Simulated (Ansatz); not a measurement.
## PbS (Galena) under changes of volume

One of the cells (26.086 Å³/atom); the others are scaled copies at fixed shape and fractional positions:

```
CELL_PARAMETERS angstrom
0.00000 2.96575 2.96575
2.96575 0.00000 2.96575
2.96575 2.96575 0.00000
ATOMIC_POSITIONS crystal
Pb 0.00000 0.00000 0.00000
S 0.50000 0.50000 0.50000
```

* Program: Ansatz 0.2.0
* Functional: HSEsol
* Potentials or basis: Ansatz PAW
* Cutoff: 420 eV (not typed: the program's choice for these potentials)
* k mesh: 4 × 4 × 4
* Occupations: fermi-dirac, width 0.05 eV
* Spin: no spin polarisation

```tsv
volume (Å³/atom)	energy over the lowest point (meV/atom)	pressure (GPa)	gap on the mesh (eV)
24.521	?	?	?
25.042	3.56	1.8	0.52
25.564	0.00	0.4	0.61
26.086	0.76	-0.9	0.70
26.607	5.38	-2.0	0.78
27.129	13.45	-3.0	0.86
27.651	24.65	-3.9	0.93
```

Q: What does the run at 24.521 Å³/atom give?

A: Energy over the lowest point 11.92 meV/atom; pressure 3.3 GPa; gap on the mesh 0.41 eV.

Worked out: A Birch-Murnaghan fit of order 3 (a polynomial in V^(-2/3)) to the other rows has its minimum at 25.73 Å³/atom with B0 = V·E''(V) = 63 GPa and B' = 4.4. It gives 11.91 meV/atom at 24.521 Å³/atom, against the run's 11.92, and -dE/dV = 3.4 GPa, against 3.3. A straight line through the other rows of the gap, of slope 4.15 eV per unit of ln V (its deformation potential), extrapolates to 0.44 eV, against the run's 0.41.

Energies are extrapolated to zero smearing.

Caveats: all runs use coarse meshes; spin-orbit coupling is left out, which as a rule narrows the gap of such compounds by several tenths of an eV; the PAW data sets come from PBE, with cores solved anew for the run's functional, which leaves a small shift of forces and pressure; the thresholds are loose for stress.

A mesh can miss the band edges.
